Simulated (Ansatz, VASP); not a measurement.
# KF (Carobbiite): VASP beside Ansatz

```
K F
1.0
     0.00000    2.67185    2.67185
     2.67185    0.00000    2.67185
     2.67185    2.67185    0.00000
K F
1 1
Direct
  0.00000 0.00000 0.00000
  0.50000 0.50000 0.50000
```

Alike in both runs: task single point; functional PBE; k mesh 9 × 9 × 9; occupations fermi-dirac, width 0.05 eV; no spin polarisation.

```csv
,VASP,Ansatz
version,VASP 6.6.1,Ansatz 0.2.0
potentials or method,"VASP PAW PBE potentials, release 64 (K_sv, F)",Ansatz PAW soft_1
plane-wave cutoff (eV),520,420
valence electrons in the cell,16,16
```

```csv
,VASP,Ansatz,Ansatz less VASP
gap on the k mesh at the Fermi level (eV),6.17,6.18,+0.016
least direct gap on the mesh (eV),6.17,6.18,+0.016
pressure (GPa),1.4,1.4,-0.04
```

With one functional, cell and mesh, what is left measures potentials, basis and numerics.

Caveats: an odd mesh through Γ misses points on the zone boundary, where band edges often lie (VASP); odd divisions of the mesh miss points on the zone boundary, where band edges often lie, so the gap on the mesh can be too wide (Ansatz). PBE gaps usually lie below the measured ones, often by a third to a half.
